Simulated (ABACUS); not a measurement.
The system is LiH.

```
Li H
1.0
     0.00000    2.03675    2.03675
     2.03675    0.00000    2.03675
     2.03675    2.03675    0.00000
Li H
1 1
Direct
  0.00000 0.00000 0.00000
  0.50000 0.50000 0.50000
```

Base run:

| Quantity | Value |
| --- | --- |
| Program | ABACUS 3.10.1 |
| Functional | PBEsol |
| Potentials or basis | SPMS ONCV 1.0 PBE |
| Cutoff | 1007 eV |
| Density cutoff | 4027 eV |
| Basis | plane waves |
| k mesh | 9 × 9 × 9 |
| Occupations | fermi-dirac, width 0.05 eV |
| Spin | no spin polarisation |

Its results: band gap on the k mesh 3.09 eV, direct; pressure -2.1 GPa.

**Question.** The run is repeated on the same cell with these changes: potentials or basis from SPMS ONCV 1.0 PBE to PseudoDojo NC SR 0.4.1 PBEsol standard; k mesh from 9 × 9 × 9 to 11 × 11 × 11. What comes out?

**Answer.** Band gap on the k mesh 2.98 eV, direct; pressure -2.3 GPa.

Caveats: an odd mesh through Γ misses points on the zone boundary, where band edges often lie; the potentials were made for another functional, which shifts forces and pressure (some runs).

Not every run made on this cell is shown here.
